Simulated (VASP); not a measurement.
Here is a VASP 6.6.1 calculation.

File INCAR:

```
SYSTEM = C
AGGAC = 1.0
AGGAX = 1.0
ALDAC = 0.0
ALDAX = 1.0
ALGO = Fast
EDIFF = 1E-6
EDIFFG = -0.02
ENCUT = 600
GGA = B5
IBRION = 2
ISIF = 3
ISMEAR = -1
IVDW = 11
LASPH = .TRUE.
LCHARG = .FALSE.
LREAL = .FALSE.
LWAVE = .FALSE.
NELM = 60
NSW = 60
PREC = Accurate
SIGMA = 0.05
VDW_S6 = 1.0
VDW_S8 = 1.682
VDW_SR = 1.094
VDW_SR8 = 1.0
```

KPOINTS

```
k-points
0
G
  12 12 3
  0 0 0
```

File POSCAR:

```
C
1.0
    2.5221000000      0.0000000000      0.0000000000
   -1.2610500000      2.1842026709      0.0000000000
    0.0000000000      0.0000000000     12.3557000000
C
12
Direct
    0.6666666667      0.3333333333      0.3541700000
    0.3333333333      0.6666666667      0.8541700000
    0.6666666667      0.3333333333      0.1458300000
    0.3333333333      0.6666666667      0.6458300000
    0.6666666667      0.3333333333      0.4791700000
    0.3333333333      0.6666666667      0.9791700000
    0.6666666667      0.3333333333      0.0208300000
    0.3333333333      0.6666666667      0.5208300000
    0.0000000000      0.0000000000      0.8125000000
    0.0000000000      0.0000000000      0.3125000000
    0.0000000000      0.0000000000      0.6875000000
    0.0000000000      0.0000000000      0.1875000000
```

Potentials or basis: VASP PAW PBE potentials, release 64 (C).

Launch:

```console
$ cat potpaw_PBE.64/C/POTCAR > POTCAR
$ mpirun -np 1 vasp_std > vasp.out
```

(1) What does it give for the band gap on the k mesh?

(2) What does it give for the space group after relaxing (to 0.05 Å)?

Answers

(1) 4.71 eV, indirect (least direct gap 5.52 eV).

(2) P6_3/mmc (No. 194).

Caveat: an odd mesh through Γ misses points on the zone boundary, where band edges often lie.
